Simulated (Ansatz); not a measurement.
Input:

Relaxed AlSb (zinc blende):

```xyz
4
Lattice="0.0000 6.2255 6.2255 3.1128 0.0000 3.1128 3.1128 3.1128 0.0000" Properties=species:S:1:pos:R:3 pbc="T T T"
Sb     4.6691     4.6691     4.6691
Sb     4.6691     7.7819     7.7819
Al     0.0000     0.0000     0.0000
Al     3.1128     6.2255     3.1128
```

In each cell atom 1 (Sb, nearest neighbour Al at 2.696 Å; its periodic images, 4.4 Å or more away, move with it) moves by s·(-0.577, -0.577, 0.577) (towards the nearest neighbour), the rest being held.

These are PBE (plane waves to 420 eV, PAW, scalar-relativistic; Ansatz, a first-principles code) values and carry that method's errors. k mesh 5×10×10 (Γ-centred), Fermi-Dirac smearing 0.05 eV. E stands for the smeared free energy. AlSb was relaxed with its symmetry unable to fall. Spin-orbit coupling is left out, though Sb is heavy. ΔE is measured from the undisplaced structure.

The scan covers s from -0.540 to 0.540 Å in 11 points.

Task: Is the energy the same for displacements of ±0.540 Å, and if not, which side lies higher?

Result: Not even: the positive side lies higher at ±0.540 Å. With its periodic images moving along, the atom's site symmetry in this cell is 3m.

Task: What force acts on the atom along the line at s = -0.540 Å?

Result: 1.58 eV/Å.

Task: What is the energy change at s = 0.540 Å?

Result: 1836 meV/cell.

Task: What is the force constant k = d²E/ds² of this move at s = 0?

Result: 7.63 eV/Å².

(For displaced atoms, the force is minus the slope of the energy, and its curvature is a force constant, which sets phonon frequencies.)
